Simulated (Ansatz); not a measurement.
# CaF2 (Fluorite): properties at the relaxed cell

The task here is to estimate one member of a computed series from the others.

Program: Ansatz 0.2.0. Level of theory: DFT PBE, scalar-relativistic, plane waves, PAW. These are calculated values, not measurements.

### The structure to begin with

It takes space group Fm-3m (No. 225, cubic). The conventional cell has a = 5.510 Å, b = 5.510 Å, c = 5.510 Å, α = 90.00°, β = 90.00°, γ = 90.00°. Ca (site symmetry m-3m) is surrounded by 8 F at 2.39 Å. F (site symmetry -43m) has 4 Ca at 2.39 Å as nearest neighbours.

Coordinates:

```cif
data_structure
_symmetry_space_group_name_H-M 'P 1'
_symmetry_Int_Tables_number 1
_cell_length_a 3.8965
_cell_length_b 3.8965
_cell_length_c 3.8965
_cell_angle_alpha 60.000
_cell_angle_beta 60.000
_cell_angle_gamma 60.000
_cell_volume 41.83
loop_
_atom_site_label
_atom_site_type_symbol
_atom_site_fract_x
_atom_site_fract_y
_atom_site_fract_z
_atom_site_occupancy
Ca1 Ca 0.00000 0.00000 0.00000 1
F1 F 0.25000 0.25000 0.25000 1
F2 F 0.75000 0.75000 0.75000 1
```

It is the result of an earlier relaxation at this level (volume 13.94 Å³/atom; gap on the mesh: 7.14 eV).

The first run:

The input, input.yaml:

```yaml
crystal:
  lattice:
    - [0.0, 2.7552132234, 2.7552132234]
    - [2.7552132234, 0.0, 2.7552132234]
    - [2.7552132234, 2.7552132234, 0.0]
  atoms:
    - { symbol: Ca, position: [0.0, 0.0, 0.0] }
    - { symbol: F, position: [0.25, 0.25, 0.25] }
    - { symbol: F, position: [0.75, 0.75, 0.75] }
basis:
  ecutwfc: 420
kpoints:
  mp_grid: { grid: [8, 8, 8] }
  band_path:
    path:
      - [[0.0, 0.0, 0.0], [0.5, 0.0, 0.5], [0.625, 0.25, 0.625]]
      - [[0.375, 0.375, 0.75], [0.0, 0.0, 0.0], [0.5, 0.5, 0.5], [0.5, 0.25, 0.75], [0.5, 0.0, 0.5]]
    npoints: 14
hamiltonian:
  xc: pbe
scf:
  occupations: { method: gaussian, width: 0.02 }
  n_extra_bands: 7
output:
  forces: true
  stress: true
  eigenvalues: true
  populations: true
  dos: { projected: true, de: 0.02, nscf_kmesh: { grid: [12, 12, 12] } }
  bader: true
  write_density: true
  write_potential: true
  elf: true
  volumetric_format: npy
```

On the command line:

```bash
> ansatz run input.yaml --threads 1 --pin off --max-ram 2560MiB --backend cpu --events-out ev --progress --plain --runs-dir out
```

Steps of the session up to this table: Electronic structure at the relaxed geometry; Relaxing with PBEsol; Relaxing with LDA; The cell under PBE+D3(BJ).

One of the session's tables, all rows but one given; the rest of the session is left out.

It belongs to the step «Relaxed cells side by side». 

| functional | a (Å) | b (Å) | c (Å) | volume (Å³/atom) | gap on the mesh (eV) |
| --- | --- | --- | --- | --- | --- |
| PBE | 3.896 | 3.896 | 3.896 | 13.94 | 7.14 |
| PBEsol | ? | ? | ? | ? | ? |
| LDA | 3.766 | 3.766 | 3.766 | 12.59 | 7.38 |
| PBE+D3(BJ) | 3.868 | 3.868 | 3.868 | 13.64 | 7.28 |

**Question.** Estimate the row for PBEsol.

**Answer.** a (Å): 3.833; b (Å): 3.833; c (Å): 3.833; volume (Å³/atom): 13.27; gap on the mesh (eV): 7.25. In the column «a (Å)» it lies between LDA (3.766) and PBE+D3(BJ) (3.868).
